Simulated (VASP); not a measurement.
A run of VASP 6.6.1 is set up as follows.

The input POSCAR:

```
Pt
1.0
   -1.5842200000      1.5842200000      1.5842200000
    1.5842200000     -1.5842200000      1.5842200000
    1.5842200000      1.5842200000     -1.5842200000
Pt
1
Direct
    0.0000000000      0.0000000000      0.0000000000
```

Contents of INCAR.step1:

```
  PREC = Accurate
  ENCUT = 520
  EDIFF = 1E-6
  ISMEAR = -1
  SIGMA = 0.05
  LREAL = False
  LASPH = True
  NELM = 60
  ALGO = Normal
  ISIF = 2
  LWAVE = False
  LCHARG = True
  LMAXMIX = 4
  GGA = PS
```

The input KPOINTS.step1:

```
regular mesh
0
Gamma
  12 12 12
```

Contents of INCAR.step2:

```
  PREC = Accurate
  ENCUT = 520
  EDIFF = 1E-6
  ISMEAR = 0
  SIGMA = 0.05
  LREAL = False
  LASPH = True
  NELM = 60
  ALGO = Normal
  ISIF = 2
  LWAVE = False
  LCHARG = False
  LMAXMIX = 4
  GGA = PS
  ICHARG = 11
```

File KPOINTS.step2:

```
path GHNGPH,PN
20
line-mode
reciprocal
 0.0000000000  0.0000000000  0.0000000000  G
 0.5000000000 -0.5000000000  0.5000000000  H

 0.5000000000 -0.5000000000  0.5000000000  H
 0.0000000000  0.0000000000  0.5000000000  N

 0.0000000000  0.0000000000  0.5000000000  N
 0.0000000000  0.0000000000  0.0000000000  G

 0.0000000000  0.0000000000  0.0000000000  G
 0.2500000000  0.2500000000  0.2500000000  P

 0.2500000000  0.2500000000  0.2500000000  P
 0.5000000000 -0.5000000000  0.5000000000  H

 0.2500000000  0.2500000000  0.2500000000  P
 0.0000000000  0.0000000000  0.5000000000  N
```

Potentials or basis: VASP PAW PBE potentials, release 64 (Pt).

Launch:

```bash
$ cat potpaw_PBE.64/Pt/POTCAR > POTCAR
$ cp INCAR.step1 INCAR
$ cp KPOINTS.step1 KPOINTS
$ mpirun -np 1 vasp_std > vasp.out
$ cp INCAR.step2 INCAR
$ cp KPOINTS.step2 KPOINTS
$ mpirun -np 1 vasp_std > vasp.out
```

Problem. Estimate the band gap along the path.

Solution. None (metal or under the smearing width).

Levels at the corners of the path, in eV from the Fermi level:
| point | band 3 | band 4 | band 5 | band 6 | band 7 | band 8 |
| --- | --- | --- | --- | --- | --- | --- |
| Γ | -3.38 | -3.38 | -0.90 | -0.90 | 17.15 | 17.15 |
| H | 0.59 | 0.59 | 0.59 | 7.66 | 7.66 | 7.66 |
| H | 0.59 | 0.59 | 0.59 | 7.66 | 7.66 | 7.66 |
| N | -1.08 | -0.58 | 0.29 | 1.11 | 6.28 | 13.30 |
| N | -1.08 | -0.58 | 0.29 | 1.11 | 6.28 | 13.30 |
| Γ | -3.38 | -3.38 | -0.90 | -0.90 | 17.15 | 17.15 |
| Γ | -3.38 | -3.38 | -0.90 | -0.90 | 17.15 | 17.15 |
| P | -4.19 | -0.51 | -0.51 | 4.75 | 9.39 | 9.39 |
| P | -4.19 | -0.51 | -0.51 | 4.75 | 9.39 | 9.39 |
| H | 0.59 | 0.59 | 0.59 | 7.66 | 7.66 | 7.66 |
| P | -4.19 | -0.51 | -0.51 | 4.75 | 9.39 | 9.39 |
| N | -1.08 | -0.58 | 0.29 | 1.11 | 6.28 | 13.30 |

Caveat: the log is that of the step along the path at fixed density, whose energy, stress, charges and moments have no meaning; spin-orbit coupling is left out, which moves the levels of the heavy elements.
